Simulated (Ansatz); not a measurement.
Write a Python script for Ansatz's Python interface that makes a reaction energy of TiPbO3 from TiO2 and PbO. Level of theory (first run): PBEsol, PAW, cutoff 460 eV, 6×6×6 k-points, fixed occupations.

`tipbo3_reaction.py`
```python
"""Reaction energy of TiPbO3 from TiO2 and PbO, after relaxing atoms and volume at fixed cell shape."""

from collections import Counter
import warnings

import ansatz as az
import numpy as np
from pymatgen.analysis.reaction_calculator import ComputedReaction
from pymatgen.entries.computed_entries import ComputedEntry

PHASES = {
    "TiPbO3 P4mm": (
        [(3.8992, 0.0, 0.0), (0.0, 3.8992, 0.0), (0.0, 0.0, 4.1499)],
        [
            ("Ti", (0.5, 0.5, 0.5382)),
            ("Pb", (0.0, 0.0, 0.0)),
            ("O", (0.5, 0.5, 0.113)),
            ("O", (0.5, 0.0, 0.615)),
            ("O", (0.0, 0.5, 0.615)),
        ],
    ),
    "TiO2 P3_121": (
        [(5.291, 0.0, 0.0), (-2.6455, 4.58214, 0.0), (0.0, 0.0, 6.133)],
        [
            ("Ti", (0.453, 0.0, 1 / 3)),
            ("Ti", (0.0, 0.453, 2 / 3)),
            ("Ti", (0.547, 0.547, 0.0)),
            ("O", (0.408, 0.303, 0.215)),
            ("O", (0.697, 0.105, 0.548333)),
            ("O", (0.895, 0.592, 0.881667)),
            ("O", (0.303, 0.408, 0.785)),
            ("O", (0.105, 0.697, 0.451667)),
            ("O", (0.592, 0.895, 0.118333)),
        ],
    ),
    "PbO P4/nmm": (
        [(3.99, 0.0, 0.0), (0.0, 3.99, 0.0), (0.0, 0.0, 5.01)],
        [
            ("Pb", (0.0, 0.5, 0.24)),
            ("Pb", (0.5, 0.0, 0.76)),
            ("O", (0.0, 0.0, 0.0)),
            ("O", (0.5, 0.5, 0.0)),
        ],
    ),
}


def build(vectors, sites):
    crystal = az.Crystal(lattice=az.Lattice.of(vectors))
    for symbol, position in sites:
        crystal = crystal.atom(symbol, position)
    return crystal


def run_phase(name, crystal):
    calc = (
        crystal.calculation()
        .functional(az.Functional.PBESOL)
        .basis(460)
        .kpoints(spacing=0.3)
        .occupations("fixed")
        .stress()
    )
    calc = calc.relax(force_tolerance=0.03, fix_cell=["shape"])
    return calc.run()


def counts(outcome):
    return Counter(site.symbol for site in outcome.lattice.sites)


def volume_per_atom(outcome):
    return abs(np.linalg.det(outcome.lattice.cell_ang)) / len(outcome.lattice.sites)


def main() -> None:
    warnings.simplefilter("ignore", az.DeckWarning)

    phases = {name: build(*cell) for name, cell in PHASES.items()}

    done = {}
    for name, crystal in phases.items():
        done[name] = run_phase(name, crystal)
        print(f"{name}: {done[name].report['energy_sigma0_ev']:.4f} eV, {len(done[name].lattice.sites)} atoms")

    entry = {name: ComputedEntry(dict(counts(o)), o.report["energy_sigma0_ev"]) for name, o in done.items()}
    reaction = ComputedReaction([entry["TiO2 P3_121"], entry["PbO P4/nmm"]], [entry["TiPbO3 P4mm"]])
    reaction.normalize_to(entry["TiPbO3 P4mm"].composition.reduced_composition)
    print(reaction)
    print("energy per formula unit of the product:", round(reaction.calculated_reaction_energy, 4), "eV")
    for name, o in done.items():
        print(f"  {name:18s} {volume_per_atom(o):7.3f} A^3/atom")


if __name__ == "__main__":
    main()
```

```console
$ python tipbo3_reaction.py
TiPbO3 P4mm: -15915.6057 eV, 5 atoms
TiO2 P3_121: -10798.4866 eV, 9 atoms
PbO P4/nmm: -24630.9200 eV, 4 atoms
TiO2 + PbO -> TiPbO3
energy per formula unit of the product: -0.6502 eV
  TiPbO3 P4mm         12.504 A^3/atom
  TiO2 P3_121         19.541 A^3/atom
  PbO P4/nmm          20.039 A^3/atom
```

Caveats:
- Total energies depend on the potentials; only differences at equal settings carry meaning.
- The run is spin-unpolarised.
- Atoms and volume are relaxed with the cell's shape held, which in cells of lower than cubic symmetry can hide stresses and shift volumes.
- Spin-orbit coupling, which matters for elements this heavy, is left out.
- The cells come from databases of deposited and of computed structures, and not all need be stable phases.
- The reactants and the product are the structures named, not necessarily the lowest of each compound, so sign and change of volume hang on that choice. A semilocal functional's error on such energies is often 0.05 to 0.1 eV an atom, and 0.1 to 0.3 eV against gases such as O2 or F2.
- The whole script took 7.2 min on 1 thread of Arm Neoverse N1 (shared host), peak memory 0.67 GiB.
